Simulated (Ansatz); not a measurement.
## Nuclear-site quantities of Sn as the cell is scaled

```
Sn
1.0
     0.00000    3.24560    3.24560
     3.24560    0.00000    3.24560
     3.24560    3.24560    0.00000
Sn
2
Cartesian
  3.2456 3.2456 3.2456
  4.8684 4.8684 4.8684
```

Atoms are numbered in the order listed.

The cell is COD entry 9008568, as deposited and not checked against the literature; nothing was relaxed.

No spin–orbit coupling, which matters for the heavy atoms here.

Computed with DFT, PBE, all-electron PAW with datasets made for the crystal, scalar-relativistic (Ansatz 0.2.0).

The runs use a Γ-centred 9×9×9 k mesh, Fermi–Dirac smearing of 0.03 eV, cutoff 240 eV (chosen by the program for this cell), no spin polarisation.

The contact density is the mean electron density over the nuclear volume; its changes set Mössbauer isomer shifts. Changes below are taken from the unscaled cell, where it is 1.23628e+06 e/Å³ at Sn1.

```csv
V/V(cell),P (GPa),Δρ(0) Sn1 (e/Å³)
0.9400,6.8,-5.41
0.9405,6.8,-5.37
0.9600,5.5,-3.61
0.9800,4.3,-1.81
0.9900,3.7,?
1.0000,3.2,0.00
1.0100,2.7,0.93
1.0200,2.2,?
1.0400,1.4,3.90
1.0600,0.6,?
```

Q: Give the missing entry: row "0.9900", column "Δρ(0) Sn1 (e/Å³)".

A: -0.91.

Q: Give the missing entry: row "1.0600", column "Δρ(0) Sn1 (e/Å³)".

A: 5.99.

Q: Fill in "Δρ(0) Sn1 (e/Å³)" for the row "1.0200".

A: 1.89.

The datasets are made afresh for each cell, so very small changes are uncertain.
